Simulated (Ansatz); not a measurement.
**What a change of settings does: Ca (diamond type)**

First run: DFT, PBEsol, PAW with Ansatz's default frozen-core files, scalar-relativistic (Ansatz 0.2.0).

Command: `ansatz run input.yaml --threads 1 --pin off --max-ram 2048MiB --backend cpu --events-out ev --progress --plain --runs-dir out` It took 3.7 s on 1 thread of Arm Neoverse V1, on a shared host, peak memory 0.36 GiB.

```yaml
crystal:
  lattice:
    - [0.0, 3.8262956323, 3.8262956323]
    - [3.8262956323, 0.0, 3.8262956323]
    - [3.8262956323, 3.8262956323, 0.0]
  atoms:
    - { symbol: Ca, position: [-0.125, -0.125, -0.125] }
    - { symbol: Ca, position: [0.125, 0.125, 0.125] }
kpoints:
  mp_grid: { grid: [9, 9, 9] }
scf:
  occupations: { method: fermi_dirac, width: 0.05 }
hamiltonian:
  xc: pbesol
  pseudopotentials: { kind: paw }
output:
  forces: true
  stress: true
  eigenvalues: true
  populations: true
```

The cell comes from a relaxation on PAW files under the same functional, begun from a prototype that needn't be the stable phase.

This run: volume at 0.75 of the series' base cell.

It converges in 6 SCF iterations at a pressure of 1.58 GPa, cutoff 420 eV.

A second input differs as follows:

```diff
   occupations: { method: fermi_dirac, width: 0.05 }
+  max_iter: 75
 hamiltonian:
-  xc: pbesol
+  xc: PBE-sol
   pseudopotentials: { kind: paw }
```

Q: What is wrong with it, and what does the program do?

A: The change was made to test an unknown functional. The run is refused before any iteration. The log ends:
```
Error: YAML parse error: error: line 15 column 7: hamiltonian.xc: unknown variant `PBE-sol`, expected one of `lda`, `lda-pw`, `pw92`, `pbe`, `pbesol`, `rpbe`, `revpbe`, `blyp`, `pbe0`, `revpbe0`, `b3lyp`, `b3lyp5`, `hse06`, `wpbeh`, `hiss`, `lc_wpbe`, `cam_b3lyp`, `hf`, `r2scan`, `r2scanh`, `r2scan0`, `r2scan50`, `mr2scan`
  --> <input>:15:7
   |
13 |   max_iter: 75
14 | hamiltonian:
15 |   xc: PBE-sol
   |       ^ hamiltonian.xc: unknown variant `PBE-sol`, expected one of `lda`, `lda-pw`, `pw92`, `pbe`, `pbesol`, `rpbe`, `revpbe`, `blyp`, `pbe0`, `revpbe0`, `b3lyp`, `b3lyp5`, `hse06`, `wpbeh`, `hiss`, `lc_wpbe`, `cam_b3lyp`, `hf`, `r2scan`, `r2scanh`, `r2scan0`, `r2scan50`, `mr2scan`
16 |   pseudopotentials: { kind: paw }
17 | output:
   |
```
